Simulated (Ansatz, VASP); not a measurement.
## GaN: VASP beside Ansatz

```xyz
2
Lattice="0.0000 2.2535 2.2535 2.2535 0.0000 2.2535 2.2535 2.2535 0.0000" Properties=species:S:1:pos:R:3 pbc="T T T"
Ga    0.0000    0.0000    0.0000
N     1.1268    1.1268    1.1268
```

Alike in both runs: task relaxation of cell and atoms; functional PBEsol; k mesh 10 × 10 × 10; occupations fermi-dirac, width 0.05 eV; no spin polarisation.

|  | VASP | Ansatz |
| --- | --- | --- |
| version | VASP 6.6.1 | Ansatz 0.2.0 |
| potentials or method | VASP PAW PBE potentials, release 64 (Ga_d, N), cutoff 600 eV | all-electron LAPW, scalar-relativistic |

```csv
,VASP,Ansatz,Ansatz less VASP
relaxed volume (Å³/atom),11.35,11.38,+0.028
relaxed cell length with the largest relative difference (Å),3.178,3.181,+0.0027
```

Ansatz ran all-electron here, so the differences hold the error of VASP's frozen core and of both bases.

Caveats: the PAW data sets were made with another functional, which shifts forces and pressure a little (VASP). Expect the measured gap to be larger: semilocal functionals such as PBEsol lack the derivative discontinuity.
